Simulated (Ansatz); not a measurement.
## Pd: equation of state with RPBE

The system is Pd.

```xyz
1
Lattice="0.0000 1.9465 1.9465 1.9465 0.0000 1.9465 1.9465 1.9465 0.0000" Properties=species:S:1:pos:R:3 pbc="T T T"
Pd    0.0000    0.0000    0.0000
```

```
Program             : Ansatz 0.2.0
Task                : equation of state
Functional          : RPBE
Potentials or basis : Ansatz PAW
Cutoff              : 420 eV
Density cutoff      : 1680 eV
k mesh              : 12 × 12 × 12
Occupations         : fermi-dirac, width 0.05 eV
Spin                : no spin polarisation
```

```json
{
 "Equilibrium volume": "15.75 Å³/atom (rough: see the caveat)",
 "Bulk modulus": "149 GPa (rough)"
}
```

Energy against volume, from the lowest point:
```tsv
volume (Å³/atom)	energy (meV/atom)
13.865	137.65
14.160	93.50
14.455	59.22
14.750	33.66
15.045	15.84
15.340	4.88
15.635	0.00
```

All runs of the series together: 3.3 s on 2 threads of Intel(R) Xeon(R) Platinum 8488C (Sapphire Rapids), on a shared host.

Caveat: the potentials were made for another functional, which shifts forces and pressure; the minimum lies outside the volumes run.
